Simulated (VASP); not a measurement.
# BaTe (Pm-3m) in VASP: further runs, part 2 of 2

VASP 6.6.1. Earlier steps stand in the parts before.

### Step 3. RPA correlation energy, PBE (volume scaled by 0.96)

Input file POSCAR:

```
BaTe
1.0
    4.2048580462      0.0000000000      0.0000000000
    0.0000000000      4.2048580462      0.0000000000
    0.0000000000      0.0000000000      4.2048580462
Ba Te
1 1
Direct
    0.0000000000      0.0000000000      0.0000000000
    0.5000000000      0.5000000000      0.5000000000
```

Input file INCAR.step1:

```
PREC = Accurate ; ENCUT = 400
EDIFF = 1E-8 ; ISMEAR = 0
SIGMA = 0.05 ; LREAL = False
LASPH = True ; NELM = 80
ALGO = Fast ; LWAVE = True
LCHARG = False ; GGA = PE
```

Input file INCAR.step2:

```
PREC = Accurate ; ENCUT = 400
EDIFF = 1E-8 ; ISMEAR = 0
SIGMA = 0.05 ; LREAL = False
LASPH = True ; NELM = 1
ALGO = EIGENVAL ; LWAVE = False
LCHARG = False ; GGA = PE
LHFCALC = True ; AEXX = 1.0
ALDAC = 0.0 ; AGGAC = 0.0
ISTART = 1 ; PRECFOCK = Fast
```

Input file INCAR.step3:

```
PREC = Accurate ; ENCUT = 400
EDIFF = 1E-8 ; ISMEAR = 0
SIGMA = 0.05 ; LREAL = False
LASPH = True ; NELM = 1
ALGO = Exact ; LWAVE = True
LCHARG = False ; GGA = PE
NBANDS = 1357 ; LOPTICS = True
ISTART = 1
```

Input file INCAR.step4:

```
PREC = Accurate ; ENCUT = 400
EDIFF = 1E-8 ; ISMEAR = 0
SIGMA = 0.05 ; LREAL = False
LASPH = True ; NELM = 80
ALGO = ACFDT ; LWAVE = False
LCHARG = False ; GGA = PE
NBANDS = 1357 ; ENCUTGW = 250
NOMEGA = 8 ; ISTART = 1
PRECFOCK = Fast
```

Input file KPOINTS:

```
Automatic mesh
0
Gamma
  3 3 3
```

Potentials or basis: VASP PAW PBE potentials, release 64 (Ba_sv_GW, Te_GW).

Started as:

```sh
> cat potpaw_PBE.64/Ba_sv_GW/POTCAR potpaw_PBE.64/Te_GW/POTCAR > POTCAR
> cp INCAR.step1 INCAR
> mpirun -np 1 vasp_std > vasp.out
> cp INCAR.step2 INCAR
> mpirun -np 1 vasp_std > vasp.out
> cp INCAR.step3 INCAR
> mpirun -np 1 vasp_std > vasp.out
> cp INCAR.step4 INCAR
> mpirun -np 1 vasp_std > vasp.out
```

OUTCAR:

```text
PREC = Accurate
   ENCUT = 400
   EDIFF = 1E-8
   ISMEAR = 0
   LREAL = False
   LASPH = True
   NELM = 80
   GGA = PE
   ENCUTGW = 250
   ISTART = 1
   PRECFOCK = Fast

 ion  position               nearest neighbor table
   1  0.000  0.000  0.000-
   2  0.500  0.500  0.500-

  LATTYP: Found a simple cubic cell.
 ALAT       =     4.2048580462

  Lattice vectors:

 A1 = (   4.2048580462,   0.0000000000,   0.0000000000)
 A2 = (   0.0000000000,   4.2048580462,   0.0000000000)
 A3 = (   0.0000000000,   0.0000000000,   4.2048580462)

Analysis of symmetry for initial positions (statically):
=====================================================================
[... 135 lines left out ...]
   AEXX    =    1.0000 exact exchange contribution
   HFSCREEN=    0.0000 screening length (either q_TF or 0.3 A-1)
   HFSCREENC=   0.0000 screening length for correlation (either q_TF or 0.3 A-1)
   ENCUTFOCK=  -1.0 apply spherical cutoff to Coloumb kernel
   IVDW    =     0    specifies the selected vdW correction
   LEPSILON=     F    determine dielectric tensor
   LRPA    =     F    only Hartree local field effects (RPA)
   LRPAFORCE           =     F    calculate RPA forces
   ENCUTGW             = 250.0    cutoff for response function in eV
   ENCUTGWSOFT         = 200.0    soft cutoff for Coulomb kernel in GW response function in eV
   ENCUTLF             =  -1.0    cutoff for local field effects
   NELMGW              =     1    number of iterations in solving QP/BSE equation
   NELMHF              =     1    number of iterations in the inner HF iteration
   NKREDLFX            =     1    NKREDLFY  =   1   NKREDLFZ  =   1
 non-spin polarized calculation
 Gauss-broadening in eV      SIGMA  =   0.05
  energy-cutoff  :      400.00
  volume of cell :       74.35
 maximum number of plane-waves:      1357
 NGX is ok and might be reduce to    28
  NGX = 16; NGY = 16; NGZ = 16
   NGX = 13   NGY = 13   NGZ = 13
 maximum number of plane-waves:       691

      cutoff energy     smooth cutoff   RPA   correlation   Hartree contr. to MP2
---------------------------------------------------------------------------------
            250.000           200.000      -21.0206303262      -31.4722794337
            238.095           190.476      -20.9282501420      -31.3739493379
            226.757           181.406      -20.8291086405      -31.2681643887
            215.959           172.768      -20.7231170268      -31.1547506803
            205.676           164.541      -20.6105691052      -31.0338819917
            195.882           156.705      -20.4905395091      -30.9044680112
            186.554           149.243      -20.3620667516      -30.7654006319
            177.670           142.136      -20.2260588542      -30.6175507435
  linear regression
  converged value                          -22.2055173167      -32.7481396389
```

OUTCAR.step1:

```text
PREC = Accurate
   ENCUT = 400
   EDIFF = 1E-8
   ISMEAR = 0
   LREAL = False
[... 261 lines left out ...]
      0.00000      0.00000      0.00000         0.000000      0.000000      0.000000
      2.10243      2.10243      2.10243         0.000000      0.000000      0.000000
 -----------------------------------------------------------------------------------
    total drift:                               -0.000000      0.000000      0.000000

  FREE ENERGIE OF THE ION-ELECTRON SYSTEM (eV)
  ---------------------------------------------------
  free  energy   TOTEN  =        -9.5576783111 eV

  energy  without entropy=       -9.5576783111  energy(sigma->0) =       -9.55767831
```

OUTCAR.step2:

```text
PREC = Accurate
   ENCUT = 400
   EDIFF = 1E-8
   ISMEAR = 0
   LREAL = False
[... 264 lines left out ...]
      0.00000      0.00000      0.00000         0.000000      0.000000      0.000000
      2.10243      2.10243      2.10243         0.000000      0.000000      0.000000
 -----------------------------------------------------------------------------------
    total drift:                               -0.000001      0.000000     -0.000001

  FREE ENERGIE OF THE ION-ELECTRON SYSTEM (eV)
  ---------------------------------------------------
  free  energy   TOTEN  =       -17.1271689029 eV

  energy  without entropy=      -17.1271689029  energy(sigma->0) =      -17.12716890
```

Run time: 21 min. Hardware: 1 thread of Intel Xeon Platinum 8259CL at 2.50GHz (Skylake/Cascade Lake), shared host; peak memory 1 GiB.

What came out:

```
Band gap on the k mesh, mean-field level : 1.10 eV, direct
RPA correlation energy                   : -11.103 eV/atom
RPA total energy per cell                : -39.333 eV
RPA correlation energy per cell          : -22.206 eV
```

Levels at points of the mesh, in eV from the valence-band top:
```tsv
k point	band 6	band 7	band 8	band 9	band 10	band 11
(0.00, 0.00, 0.00)	0.00	0.00	0.00	1.10	1.10	3.01
```

Caveat: the k mesh is coarse (spacing up to 0.50 Å⁻¹), so the values aren't converged; spin-orbit coupling is left out, which moves the levels of the heavy elements.

### Step 4. The reference run

An earlier run on the cell as given: functional PBE; potentials or basis VASP PAW PBE potentials, release 64 (Ba_sv, Te); cutoff 520 eV; k mesh 6 × 6 × 6; occupations fermi-dirac, width 0.05 eV; no spin polarisation.

- Pressure: 0.1 GPa
- Band gap on the k mesh: 0.78 eV, indirect (least direct gap 0.98 eV)
